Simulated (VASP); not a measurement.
# CdTe (F-43m) in VASP: further runs, part 2 of 2

VASP 6.6.1. The steps go on from the part before.

## 3. Dielectric tensor, PBE

Input file INCAR:

```
  PREC = Accurate
  ENCUT = 300
  EDIFF = 1E-8
  ISMEAR = 0
  SIGMA = 0.01
  LREAL = F
  LASPH = T
  NELM = 100
  ALGO = Normal
  ISIF = 2
  LWAVE = F
  LCHARG = F
  GGA = PE
  LEPSILON = T
```

Input file KPOINTS:

```
Automatic mesh
0
Gamma
  10 10 10
```

Input file POSCAR:

```
CdTe
1.0
    0.0000000000      3.2050000000      3.2050000000
    3.2050000000      0.0000000000      3.2050000000
    3.2050000000      3.2050000000      0.0000000000
Te Cd
1 1
Direct
    0.7500000000      0.7500000000      0.7500000000
    0.0000000000      0.0000000000      0.0000000000
```

Potentials or basis: VASP PAW PBE potentials, release 64 (Te, Cd).

Started as:

```
$ cat potpaw_PBE.64/Te/POTCAR potpaw_PBE.64/Cd/POTCAR > POTCAR
$ mpirun -np 1 vasp_std > vasp.out
```

OUTCAR:

```text
PREC = Accurate
   ENCUT = 300
   EDIFF = 1E-8
   ISMEAR = 0
   LREAL = F
   LASPH = T
   NELM = 100
   ISIF = 2
   GGA = PE
   LEPSILON = T

 Found     47 irreducible k-points:

 Following reciprocal coordinates:
            Coordinates               Weight
  0.000000  0.000000  0.000000      1.000000
  0.100000  0.000000  0.000000      8.000000
  0.200000  0.000000  0.000000      8.000000
  0.300000  0.000000  0.000000      8.000000
  0.400000  0.000000  0.000000      8.000000
  0.500000  0.000000  0.000000      4.000000
   k-points           NKPTS =     47   k-points in BZ     NKDIM =     47   number of bands    NBANDS=     13
   number of dos      NEDOS =    301   number of ions     NIONS =      2
   total plane-waves  NPLWV =  21952
   dimension x,y,z NGX =    28 NGY =   28 NGZ =   28
   dimension x,y,z NGXF=    56 NGYF=   56 NGZF=   56
   ions per type =               1   1
   NGX,Y,Z   is equivalent  to a cutoff of  10.27, 10.27, 10.27 a.u.
   NGXF,Y,Z  is equivalent  to a cutoff of  20.54, 20.54, 20.54 a.u.
 SYSTEM =  unknown system
   PREC   = accura    normal or accurate (medium, high low for compatibility)
   ISTART =      0    job   : 0-new  1-cont  2-samecut
   ICHARG =      2    charge: 1-file 2-atom 10-const
   ISPIN  =      1    spin polarized calculation?
   LNONCOLLINEAR =      F non collinear calculations
   LSORBIT =      F    spin-orbit coupling
   LASPH  =      T    aspherical Exc in radial PAW
   ENCUT  =  300.0 eV  22.05 Ry    4.70 a.u.   6.40  6.40  6.40*2*pi/ulx,y,z
   NELM   =    100;   NELMIN=  2; NELMDL= -5     # of ELM steps
[... 210 lines left out ...]

 PIEZOELECTRIC TENSOR FIELD DIRECTION 3  (e Angst)
 -----------------------------------------------------------------------------
    -0.00156  2.42467  0.00000           (  0.00000 -0.06724  0.00000)
     2.42467 -0.00156  0.00000           ( -0.06724  0.00000  0.00000)
     0.00000  0.00000 -0.00073           (  0.00000  0.00000  0.00000)

 PIEZOELECTRIC TENSOR FIELD DIRECTION 3  (C/m^2)
 -----------------------------------------------------------------------------
    -0.00038  0.59000  0.00000
     0.59000 -0.00038  0.00000
     0.00000  0.00000 -0.00018

 MACROSCOPIC STATIC DIELECTRIC TENSOR (including local field effects in DFT)
 ------------------------------------------------------
           9.073945    -0.000000     0.000000
          -0.000000     9.073945    -0.000000
          -0.000000    -0.000000     9.073945
 ------------------------------------------------------

 PIEZOELECTRIC TENSOR (including local field effects)  for field in x, y, z        (e  Angst)
          XX          YY          ZZ          XY          YZ          ZX
  --------------------------------------------------------------------------------
  x    -0.00000    -0.00000    -0.00000     0.00000     2.43842    -0.00000
  y     0.00000    -0.00000     0.00000     0.00000     0.00000     2.43842
  z    -0.00000    -0.00000     0.00000     2.43842     0.00000     0.00000

 PIEZOELECTRIC TENSOR (including local field effects)  for field in x, y, z        (C/m^2)
          XX          YY          ZZ          XY          YZ          ZX
  --------------------------------------------------------------------------------
  x    -0.00000    -0.00000    -0.00000     0.00000     0.59334    -0.00000
  y     0.00000    -0.00000     0.00000     0.00000     0.00000     0.59334
  z    -0.00000    -0.00000     0.00000     0.59334     0.00000     0.00000

 BORN EFFECTIVE CHARGES (including local field effects) (in |e|, cummulative output)
 ---------------------------------------------------------------------------------
 ion    1
    1    -2.14168     0.00000     0.00000
    2    -0.00000    -2.14168    -0.00000
    3    -0.00000    -0.00000    -2.14168
 ion    2
    1     2.14168    -0.00000    -0.00000
    2     0.00000     2.14168     0.00000
    3     0.00000     0.00000     2.14168
```

Wall time 4.1 min (1 thread of Intel Xeon Platinum 8488C (Sapphire Rapids), shared host); peak memory 0.31 GiB.

These settings aren't checked as converged: the numbers below hold their error.

What came out:

```yaml
Band_gap_on_the_k_mesh: 0.87 eV, direct
Electronic_dielectric_tensor_diagonal: 9.07
Born_charges_mean_of_the_diagonal: Te -2.14; Cd +2.14 e
```

Caveat: spin-orbit coupling is left out, which moves the levels of the heavy elements.

## 4. Dielectric tensor, PBE

INCAR: that of step 3 with these lines changed.

```diff
@@ -1,3 +1,3 @@
   PREC = Accurate
-  ENCUT = 300
+  ENCUT = 350
   EDIFF = 1E-8
```

KPOINTS is that of step 3.

POSCAR is that of step 3.

Potentials or basis: VASP PAW PBE potentials, release 64 (Te, Cd).

Started as:

```
$ cat potpaw_PBE.64/Te/POTCAR potpaw_PBE.64/Cd/POTCAR > POTCAR
$ mpirun -np 1 vasp_std > vasp.out
```

OUTCAR:

```text
PREC = Accurate
   ENCUT = 350
   EDIFF = 1E-8
   ISMEAR = 0
   LREAL = F
   LASPH = T
   NELM = 100
   ISIF = 2
   GGA = PE
   LEPSILON = T

 Found     47 irreducible k-points:

 Following reciprocal coordinates:
            Coordinates               Weight
  0.000000  0.000000  0.000000      1.000000
  0.100000  0.000000  0.000000      8.000000
  0.200000  0.000000  0.000000      8.000000
  0.300000  0.000000  0.000000      8.000000
  0.400000  0.000000  0.000000      8.000000
  0.500000  0.000000  0.000000      4.000000
   k-points           NKPTS =     47   k-points in BZ     NKDIM =     47   number of bands    NBANDS=     13
   number of dos      NEDOS =    301   number of ions     NIONS =      2
   total plane-waves  NPLWV =  21952
   dimension x,y,z NGX =    28 NGY =   28 NGZ =   28
   dimension x,y,z NGXF=    56 NGYF=   56 NGZF=   56
   ions per type =               1   1
[... 234 lines left out ...]
 MACROSCOPIC STATIC DIELECTRIC TENSOR (including local field effects in DFT)
 ------------------------------------------------------
           9.062396     0.000000    -0.000000
           0.000000     9.062396     0.000000
          -0.000000     0.000000     9.062396
 ------------------------------------------------------

 PIEZOELECTRIC TENSOR (including local field effects)  for field in x, y, z        (e  Angst)
          XX          YY          ZZ          XY          YZ          ZX
  --------------------------------------------------------------------------------
  x     0.00000     0.00000    -0.00000     0.00000     2.43677     0.00000
  y    -0.00000    -0.00000     0.00000     0.00000     0.00000     2.43677
  z    -0.00000    -0.00000     0.00000     2.43677     0.00000     0.00000

 PIEZOELECTRIC TENSOR (including local field effects)  for field in x, y, z        (C/m^2)
          XX          YY          ZZ          XY          YZ          ZX
  --------------------------------------------------------------------------------
  x     0.00000     0.00000    -0.00000     0.00000     0.59294     0.00000
  y    -0.00000    -0.00000     0.00000     0.00000     0.00000     0.59294
  z    -0.00000    -0.00000     0.00000     0.59294     0.00000     0.00000

 BORN EFFECTIVE CHARGES (including local field effects) (in |e|, cummulative output)
 ---------------------------------------------------------------------------------
 ion    1
    1    -2.14200     0.00000     0.00000
    2     0.00000    -2.14200     0.00000
    3     0.00000     0.00000    -2.14200
 ion    2
    1     2.14200    -0.00000    -0.00000
    2    -0.00000     2.14200    -0.00000
    3     0.00000     0.00000     2.14200
```

OSZICAR:

```text
N       E                     dE             d eps       ncg     rms          rms(c)
DAV:   1     0.829662152519E+02    0.82966E+02   -0.69453E+03  1254   0.874E+02
[... 12 lines left out ...]
RMM:   6    -0.158774248114E+01   -0.35761E-02   -0.13918E-04  7241   0.703E-02    0.236E-02
RMM:   7    -0.158967553818E+01   -0.19331E-02   -0.42980E-05  6886   0.381E-02    0.542E-03
RMM:   8    -0.158987262024E+01   -0.19708E-03   -0.15074E-06  7372   0.790E-03    0.150E-03
RMM:   9    -0.158993915180E+01   -0.66532E-04    0.20051E-06  6475   0.431E-03    0.343E-04
RMM:  10    -0.158995137960E+01   -0.12228E-04    0.16673E-06  7604   0.647E-04    0.167E-04
RMM:  11    -0.158994738794E+01    0.39917E-05    0.47651E-07  7012   0.342E-04    0.766E-05
RMM:  12    -0.158994545998E+01    0.19280E-05    0.85265E-08  5246   0.954E-05    0.290E-05
RMM:  13    -0.158994516762E+01    0.29236E-06    0.32537E-09  3478   0.576E-05    0.483E-06
```

stdout:

```text
POSCAR found type information on POSCAR TeCd
 POSCAR found :  2 types and       2 ions
 scaLAPACK will be used
 LDA part: xc-table for (Slater+PW92), standard interpolation
 POSCAR, INCAR and KPOINTS ok, starting setup
 FFT: planning ... GRIDC
 FFT: planning ... GRID_SOFT
 FFT: planning ... GRID
 WAVECAR not read
 entering main loop
 Linear response reoptimize wavefunctions to high precision
 Linear response G [H, r] |phi>, progress :
  Direction:   1
 Linear response G [H, r] |phi>, progress :
  Direction:   2
 Linear response G [H, r] |phi>, progress :
  Direction:   3
 Linear response to external field (no local field effect), progress :
  Direction:   1
 dielectric tensor                  component  1 :    10.675     4.592     1.172
 Linear response to external field (no local field effect), progress :
  Direction:   2
 dielectric tensor                  component  2 :     4.592    11.461    -1.731
 Linear response to external field (no local field effect), progress :
  Direction:   3
 dielectric tensor                  component  3 :     1.177    -1.732     6.230
 Linear response to external field, progress :
  Direction:   1
 dielectric tensor                  component  1 :     9.062     1.922     0.969
 Linear response to external field, progress :
  Direction:   2
 dielectric tensor                  component  2 :     1.801     9.062     0.800
 Linear response to external field, progress :
  Direction:   3
 dielectric tensor                  component  3 :     1.449     1.441     9.062
 Born effective charges drift removed
```

Run time: 4.4 min. Hardware: 1 thread of Intel Xeon Platinum 8488C (Sapphire Rapids), shared host; peak memory 0.34 GiB.

These settings aren't checked as converged: the numbers below hold their error.

What came out:

* Band gap on the k mesh: 0.87 eV, direct
* Electronic dielectric tensor (diagonal): 9.06
* Born charges (mean of the diagonal): Te -2.14; Cd +2.14 e

Caveat: spin-orbit coupling is left out, which moves the levels of the heavy elements.
